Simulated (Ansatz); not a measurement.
Runs of Ansatz 0.2.0 on CdO (Monteponite). It takes space group Fm-3m (No. 225, cubic). The conventional cell has a = 4.699 Å, b = 4.699 Å, c = 4.699 Å, α = 90.00°, β = 90.00°, γ = 90.00°. Cd (site symmetry m-3m) is surrounded by 6 O at 2.35 Å. Around O (site symmetry m-3m) lie 6 Cd at 2.35 Å. 

```csv
task,level,cell,smearing,gap on the mesh (eV),pressure (GPa),relaxed volume (Å³/atom)
relaxation of cell and atoms,PBE+D4,relaxed,fermi-dirac 0.05 eV,-,0.0,13.20
single point,PBE,as given,gaussian 0.022 eV,none,6.1,-
single point,PBE,as given,gaussian 0.024 eV,none,6.1,-
single point,PBE,as given,gaussian 0.016 eV,none,6.1,-
single point,PBE,as given,gaussian 0.026 eV,none,6.1,-
relaxation of cell and atoms,PBEsol+D3(BJ),relaxed,fermi-dirac 0.05 eV,-,0.0,(a)
single point,PBE,as given,gaussian 0.014 eV,none,6.1,-
single point,PBE,as given,gaussian 0.019 eV,none,6.1,-
```

Alike in all rows: potentials or basis Ansatz PAW; no spin polarisation; k mesh 10 × 10 × 10; cutoff (eV) 420.

Q: Fill in the values left out.

A: (a) 12.61.

Caveats: this crystal is a semiconductor, whose small gap the functional closes, so the metal is an error of the method (some runs); the plane-wave basis is chosen anew once the cell has moved, so the energies of steps on either side of that aren't comparable (some runs); the PAW data sets come from PBE, with cores solved anew for the run's functional, which leaves a small shift of forces and pressure (some runs).

A k mesh can miss the band edges, and the runs leave out spin-orbit coupling on Cd.

A gap of «none» marks a metal or a gap under the smearing width.
